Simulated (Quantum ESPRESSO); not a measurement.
CoO: projected density of states with PBEsol+U

The system is CoO.

```
CELL_PARAMETERS angstrom
0.00000 2.13150 2.13150
2.13150 0.00000 2.13150
2.13150 2.13150 0.00000
ATOMIC_POSITIONS crystal
Co 0.00000 0.00000 0.00000
O 0.50000 0.50000 0.50000
```

```json
{
  "Program": "Quantum ESPRESSO 7.5",
  "Task": "projected density of states",
  "Functional": "PBEsol",
  "Potentials or basis": "GBRV 1.5 PBEsol",
  "Cutoff": "762 eV",
  "Density cutoff": "6095 eV",
  "k mesh": "8 × 8 × 8",
  "Occupations": "fermi-dirac, width 0.05 eV",
  "Spin": "collinear spin, ferromagnetic start",
  "Starting moments": "[2.0, 0.0] μB",
  "Hubbard terms": "Co d U = 1 eV",
  "Hubbard projectors": "ortho-atomic",
  "Mixing beta": "0.3",
  "Most SCF iterations": "120",
  "SCF threshold": "4e-10 Ry",
  "Dos occupations": "tetrahedra_opt"
}
```

* Pressure: -9.6 GPa
* Band gap on the k mesh: none (metal or under the smearing width)
* Net moment: 3.00 μB per cell
* Absolute moment: 3.02 μB per cell
* Site moments: Co +2.57; O +0.33 μB
* Valence electrons inside the program's atomic spheres: Co 14.60; O 5.75
* Loewdin charges: Co +0.38; O -0.34 e

Levels at points of the mesh, in eV from the Fermi level:
Spin up:
```csv
k point,band 9,band 10,band 11,band 12,band 13,band 14,band 15,band 16,band 17,band 18
"(0.00, 0.00, 0.00)",-3.83,-3.83,-3.15,-3.15,-3.15,0.83,16.50,17.78,17.78,17.78
"(0.00, 0.00, -0.50)",-3.10,-3.10,-2.44,-0.15,-0.15,4.83,9.16,13.15,13.15,20.10
"(0.00, -0.50, -0.50)",-4.39,-3.47,-2.92,-2.83,-2.83,5.60,9.63,11.35,15.49,15.49
```
Spin down:
| k point | band 7 | band 8 | band 9 | band 10 | band 11 | band 12 | band 13 | band 14 |
| --- | --- | --- | --- | --- | --- | --- | --- | --- |
| (0.00, 0.00, 0.00) | -2.54 | -2.54 | -1.14 | -1.14 | -1.14 | 0.26 | 0.26 | 1.40 |
| (0.00, 0.00, -0.50) | -4.58 | -4.58 | -0.11 | -0.11 | 0.19 | 2.87 | 2.87 | 5.14 |
| (0.00, -0.50, -0.50) | -3.83 | -3.83 | -2.33 | 0.14 | 0.14 | 0.74 | 1.20 | 6.49 |

States per cell in windows of 1 eV (zero at the Fermi level; states under -8 eV left out):
```
from (eV)    up  down  Co#1 d wfc3  O#2 p wfc2  Co#1 p wfc5  Co#1 s wfc4  O#2 s wfc1  Co#1 s wfc1
     -8.0  0.61  0.12         0.14        0.41         0.07         0.09        0.01         0.00
     -7.0  1.12  0.66         0.48        0.99         0.20         0.09        0.02         0.00
     -6.0  0.97  0.43         0.50        0.74         0.11         0.03        0.01         0.00
     -5.0  0.28  1.30         0.43        1.04         0.09         0.02        0.00         0.00
     -4.0  1.89  0.39         1.87        0.37         0.03         0.01        0.01         0.00
     -3.0  1.86  0.04         1.44        0.38         0.03         0.03        0.03         0.00
     -2.0  0.74  0.33         0.69        0.32         0.02         0.01        0.02         0.00
     -1.0  0.54  1.57         1.70        0.37         0.01         0.01        0.01         0.00
      0.0  0.00  1.34         1.23        0.09         0.00         0.01        0.00         0.00
      1.0  0.01  1.11         0.93        0.10         0.02         0.03        0.04         0.00
      2.0  0.03  0.68         0.49        0.16         0.02         0.02        0.02         0.00
      3.0  0.06  0.03         0.00        0.02         0.02         0.02        0.02         0.00
      4.0  0.12  0.07         0.01        0.04         0.06         0.04        0.04         0.00
      5.0  0.25  0.17         0.01        0.08         0.16         0.08        0.07         0.00
      6.0  0.29  0.26         0.01        0.10         0.18         0.18        0.06         0.00
      7.0  0.21  0.27         0.01        0.07         0.15         0.20        0.04         0.00
```

Eigenvalues of the final occupation matrices:
| site | spin | trace | eigenvalues |
| --- | --- | --- | --- |
| Co 1 3d | 1 | 4.97 | 0.99 0.99 0.99 0.99 0.99 |
| Co 1 3d | 2 | 2.35 | 0.17 0.17 0.67 0.67 0.67 |

Wall time 33 s on 2 MPI ranks on Arm Neoverse V2, with other jobs on the host, peak memory 0.2 GiB a rank.

Caveat: the k mesh is coarse; a cell with one magnetic atom can't hold antiferromagnetic order, which such compounds often take. The state reached can hang on the start; a lower one may exist.
